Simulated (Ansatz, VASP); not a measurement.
Two plane-wave programs on Ru

```
Ru
1.0
    -1.50526    1.50526    1.50526
     1.50526   -1.50526    1.50526
     1.50526    1.50526   -1.50526
Ru
1
Direct
  0.00000 0.00000 0.00000
```

Alike in both runs: task single point; functional r2SCAN; k mesh 20 × 20 × 20; occupations gaussian, width 0.05 eV; no spin polarisation.

```csv
,VASP,Ansatz
version,VASP 6.6.1,Ansatz 0.2.0
potentials or method,"VASP PAW PBE potentials, release 64 (Ru_pv)","scalar-relativistic, plane waves, PAW"
plane-wave cutoff (eV),520,600
valence electrons in the cell,14,16
```

Ansatz gave:

| Property | Result |
| --- | --- |
| gap on the k mesh at the Fermi level (eV) | none |
| pressure (GPa) | 6.7 |

Problem. Estimate VASP's values.

Solution. gap on the k mesh at the Fermi level (eV): none; pressure (GPa): 8.2.

A gap of «none» marks a metal or a gap that the smearing closes. The two sets of potentials don't hold the same shells in valence.

Caveats: the PAW data sets were made with another functional, which shifts forces and pressure a little (VASP).
